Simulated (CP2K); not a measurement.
LiH:

```
Li H
1.0
     2.88040    0.00000    0.00000
     1.44020    2.49450    0.00000
     1.44020    0.83150    2.35184
Li H
1 1
Cartesian
  0.0000 0.0000 0.0000
  2.8804 1.6630 1.1759
```

Program: CP2K 2026.2. Alike in all runs: no spin polarisation; cell as given; k mesh 11 × 11 × 11.

**Question.** Order these runs on this cell by their band gap on the k mesh, lowest first.
A. level PBE; potentials or basis POTENTIAL_UZH Li GTH-PBE-q3, H GTH-PBE-q1; TZVP-MOLOPT-PBE-GTH basis; smearing gaussian 0.02 eV; NGRIDS 5; CUTOFF of the grids 550 Ry
B. level BLYP; potentials or basis GTH_POTENTIALS Li GTH-BLYP-q3, H GTH-BLYP-q1; TZVP-MOLOPT-PBE-GTH basis; smearing gaussian 0.01 eV; NGRIDS 5; CUTOFF of the grids 550 Ry; points a segment of the path (NPOINTS) 6; bands added on the path 2
C. level RPBE; potentials or basis POTENTIAL_UZH Li GTH-PBE-q3, H GTH-PBE-q1; TZVP-MOLOPT-PBE-GTH basis; smearing gaussian 0.1 eV; NGRIDS 5; CUTOFF of the grids 550 Ry
D. level r2SCAN; potentials or basis POTENTIAL_UZH Li GTH-SCAN-q3, H GTH-SCAN-q1; TZVP-MOLOPT-SCAN-GTH basis; smearing fermi-dirac 0.02 eV; NGRIDS 4; CUTOFF of the grids 800 Ry

**Answer.** A (3.39 eV), C (3.56 eV), B (3.78 eV), D (3.94 eV).

Caveats: the basis of atomic orbitals isn't converged, which shifts pressures, moduli and gaps; an odd mesh through Γ misses points on the zone boundary, where band edges often lie (some runs); the mesh misses the band edges, which the band path finds closer together (some runs).
